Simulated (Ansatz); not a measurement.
Space group C2/m (No. 12). a = 7.033 Å, b = 6.284 Å, c = 3.299 Å, α = 90.00°, β = 117.32°, γ = 90.00°
| atom | site | symmetry | x | y | z |
| --- | --- | --- | --- | --- | --- |
| Bi | 4i | m | 0.7498 | 0.5000 | 0.1192 |

Equation of state of this Bi structure (not necessarily the ground state), with shape and atoms relaxed at each volume where symmetry leaves them free. It has no gap at any of these volumes. These are results of DFT PBEsol, scalar-relativistic, plane waves, PAW in Ansatz 0.2.0, not measurements.

Cutoff 420 eV; k points 10×10×14 on the computed 2-atom cell (Γ-centred); Gaussian smearing, width 0.10 eV; no spin polarisation.

```tsv
V (Å³/atom)	E − E(largest V) (meV/atom)	P (GPa)
28.496	56.01	9.60
29.467	7.25	6.56
30.438	-24.56	3.99
31.410	-42.03	1.83
32.381	-47.39	0.00
33.353	-42.53	-1.55
34.324	-29.05	-2.85
35.619	0.00	-4.27
```

Fit a third-order Birch–Murnaghan equation to E(V).

V0 = 32.38 Å³/atom, B0 = 56 GPa, B0' = 4.6.

Spin-orbit coupling is left out, which matters for the bands of heavy elements.

This form isn't the element's structure at ambient conditions.

Cost: 8 runs of about 10 core-minutes in all, on Arm Neoverse V2 (shared hosts).